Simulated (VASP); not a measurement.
A run of VASP 6.6.1 is set up as follows.

POSCAR

```
AlN
1.0
    3.1131018719     -0.0000000000      0.0000000000
   -1.5565509360      2.6960253057     -0.0000000000
    0.0000000000     -0.0000000000      4.9818131009
  Al              N
     2     2
Direct
     0.3333333332999970    0.6666666667000030    0.9989855796651930
     0.6666666667000030    0.3333333332999970    0.4989855796651930
     0.3333333332999970    0.6666666667000030    0.3810144203348096
     0.6666666667000030    0.3333333332999970    0.8810144203348096
```

INCAR.step1

```
SYSTEM = AlN
PREC = Accurate
ENCUT = 600
EDIFF = 1E-8
ISMEAR = 0
SIGMA = 0.03
LREAL = .FALSE.
LASPH = .TRUE.
NELM = 80
ALGO = Normal
ISIF = 3
LWAVE = .FALSE.
LCHARG = .FALSE.
GGA = PS
KPAR = 2
IBRION = 2
NSW = 40
EDIFFG = -0.002
```

File INCAR.step2:

```
SYSTEM = AlN
PREC = Accurate
ENCUT = 600
EDIFF = 1E-8
ISMEAR = 0
SIGMA = 0.03
LREAL = .FALSE.
LASPH = .TRUE.
NELM = 80
ALGO = Normal
ISIF = 2
LWAVE = .FALSE.
LCHARG = .FALSE.
GGA = PS
KPAR = 2
IBRION = 6
NFREE = 2
POTIM = 0.015
NSW = 1
```

Contents of KPOINTS:

```
Automatic mesh
0
G
  12 12 6
  0 0 0
```

Potentials or basis: VASP PAW PBE potentials, release 64 (Al, N).

The run is started by

```console
$ cat potpaw_PBE.64/Al/POTCAR potpaw_PBE.64/N/POTCAR > POTCAR
$ cp INCAR.step1 INCAR
$ mpirun -np 2 vasp_std > vasp.out
$ cp CONTCAR POSCAR
$ cp INCAR.step2 INCAR
$ mpirun -np 2 vasp_std > vasp.out
```

Estimate the highest phonon frequency at Γ, LO-TO splitting left out.

716 cm⁻¹.

Phonon frequencies in cm⁻¹ (negative: imaginary):
| q point | frequencies |
| --- | --- |
| (0.000, 0.000, 0.000) | 0 0 0 236 236 543 609 656 656 667 667 716 |
